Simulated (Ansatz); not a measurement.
Crystal: Re.

```
CELL_PARAMETERS angstrom
2.76080 0.00000 0.00000
-1.38040 2.39092 0.00000
0.00000 0.00000 4.45820
ATOMIC_POSITIONS crystal
Re 0.66667 0.33333 0.75000
Re 0.33333 0.66667 0.25000
```

| Item | Value |
| --- | --- |
| Program | Ansatz 0.2.0 |
| Task | relaxation of cell and atoms |
| Functional | PBEsol |
| Potentials or basis | all-electron LAPW, scalar-relativistic |
| Basis error allowed | 0.001 eV/atom |
| k mesh | 11 × 11 × 6 |
| Occupations | fermi-dirac, width 0.05 eV |
| Spin | no spin polarisation |

At the start: volume 14.71 Å³/atom.

Problem. Where does the relaxation end?

Solution. Over 4 steps the energy falls by 2.0 meV/atom and the volume is 14.56 Å³/atom (-1.1 %); space group P6_3/mmc (No. 194, to 0.05 Å).

The path:
```csv
step,energy change (eV),largest force (eV/Å),volume (Å³)
1,0.0000,0.0000,29.43
2,-0.0041,0.0000,29.13
3,-0.0041,0.0000,29.11
4,-0.0041,0.0000,29.11
```

Final structure:
```cif
data_structure
_symmetry_space_group_name_H-M 'P 1'
_symmetry_Int_Tables_number 1
_cell_length_a 2.7505
_cell_length_b 2.7505
_cell_length_c 4.4435
_cell_angle_alpha 90.000
_cell_angle_beta 90.000
_cell_angle_gamma 120.000
_cell_volume 29.11
loop_
_atom_site_label
_atom_site_type_symbol
_atom_site_fract_x
_atom_site_fract_y
_atom_site_fract_z
_atom_site_occupancy
Re1 Re 0.66667 0.33333 0.75000 1
Re2 Re 0.33333 0.66667 0.25000 1
```
